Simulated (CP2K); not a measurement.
Te2Mo: single point with rev-vdW-DF2

Crystal: Te2Mo.

```
Te Mo
1.0
     3.51820    0.00000    0.00000
    -1.75910    3.04685    0.00000
     0.00000    0.00000   13.97360
Te Mo
4 2
Direct
  0.66667 0.33333 0.37900
  0.33333 0.66667 0.87900
  0.66667 0.33333 0.12100
  0.33333 0.66667 0.62100
  0.66667 0.33333 0.75000
  0.33333 0.66667 0.25000
```

- Program: CP2K 2026.2
- Task: single point
- Functional: rev-vdW-DF2
- Potentials or basis: POTENTIAL_UZH Te GTH-PBE-q6, Mo GTH-PBE-q14; DZVP-MOLOPT-PBE-GTH basis
- Density cutoff: 9184 eV
- k mesh: 9 × 9 × 2
- Occupations: fermi-dirac, width 0.05 eV
- Spin: no spin polarisation

* Pressure: 6.1 GPa
* Largest force: 0.580 eV/Å
* Band gap on the k mesh: 0.87 eV, indirect (least direct gap 1.05 eV)
* Mulliken charges: Te +0.17; Mo -0.35 e

Forces on the atoms (eV/Å):
```
Te   0.000  0.000  0.580
Te   0.000  0.000  0.580
Te   0.000  0.000 -0.580
Te   0.000  0.000 -0.580
Mo   0.000  0.000  0.000
Mo   0.000  0.000  0.000
```

Stress tensor (GPa, compression positive):
```
6.04 0.00 0.00
0.00 6.04 0.00
0.00 0.00 6.14
```

Levels at points of the mesh, in eV from the valence-band top:
| k point | band 23 | band 24 | band 25 | band 26 | band 27 | band 28 | band 29 | band 30 |
| --- | --- | --- | --- | --- | --- | --- | --- | --- |
| (0.00, 0.00, 0.00) | -1.10 | -1.06 | -0.48 | 0.00 | 2.81 | 2.81 | 2.91 | 2.91 |
| (0.00, 0.00, 0.50) | -1.12 | -1.12 | -0.12 | -0.12 | 2.83 | 2.83 | 2.83 | 2.83 |

It took 79 s on 1 thread of Arm Neoverse V2, on a shared host, peak memory 0.98 GiB.

The gap isn't set beside the measured one, since this odd mesh misses points on the zone boundary.

Caveat: Mulliken charges move with the basis; the potentials were made for another functional, which shifts forces and pressure; spin-orbit coupling is left out, which moves the levels of the heavy elements; an odd mesh through Γ misses points on the zone boundary, where band edges often lie; the basis of atomic orbitals isn't converged, which shifts pressures, moduli and gaps.
